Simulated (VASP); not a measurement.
Wanted: an ASE script for a VASP 6.6.1 run.

```yaml
Task: single point
Functional: rSCAN
Potentials_or_basis: VASP PAW PBE potentials, release 64 (Na_pv)
Cutoff: 520 eV
k_mesh: 8 × 8 × 5
Occupations: gaussian, width 0.1 eV
Spin: no spin polarisation
Further_INCAR_settings: ALGO = Normal; EDIFF = 1.00e-06
```

The structure of Na lies in POSCAR:

```
Na
1.0
    3.7670000000      0.0000000000      0.0000000000
   -1.8835000000      3.2623176961      0.0000000000
    0.0000000000      0.0000000000      6.1540000000
Na
2
Direct
    0.6666666667      0.3333333333      0.7500000000
    0.3333333333      0.6666666667      0.2500000000
```

This isn't the form of Na at room conditions, which is bcc.

These files were run (other wordings do the same):

run.py

```python
from ase.calculators.vasp import Vasp
from ase.dft.bandgap import bandgap
from ase.io import read

atoms = read('POSCAR')
calc = Vasp(
    directory='calc',
    xc='rscan',
    pp='PBE',
    setups='recommended',
    prec='Accurate',
    encut=520,
    ediff=1e-06,
    ismear=0,
    sigma=0.1,
    lreal=False,
    lasph=True,
    nelm=60,
    algo='Normal',
    isif=2,
    lwave=False,
    lcharg=True,
    lmixtau=True,
    lelf=True,
    lvhar=True,
    kpts=[8, 8, 5],
    gamma=True,
)
atoms.calc = calc

print('energy (eV):', atoms.get_potential_energy())
print('free energy (eV):', atoms.get_potential_energy(force_consistent=True))
print('forces (eV/A):')
print(atoms.get_forces())
print('stress (eV/A^3, Voigt):', atoms.get_stress())
print('Fermi level (eV):', calc.get_fermi_level())
gap, top, bottom = bandgap(calc)
print('band gap (eV):', gap, 'from (spin, k, band)', top, 'to', bottom)
```

Potentials or basis: VASP PAW PBE potentials, release 64 (Na_pv).

Launch:

```bash
$ python run.py
```

It gave:

```yaml
Pressure: 0.1 GPa
Band_gap_on_the_k_mesh: none (metal or under the smearing width)
```

Caveat: the PAW data sets were made with another functional, which shifts forces and pressure a little.

Wall time 75 s on 1 thread of Intel(R) Xeon(R) 6975P-C (Granite Rapids), with other jobs on the host, peak memory 0.17 GiB.
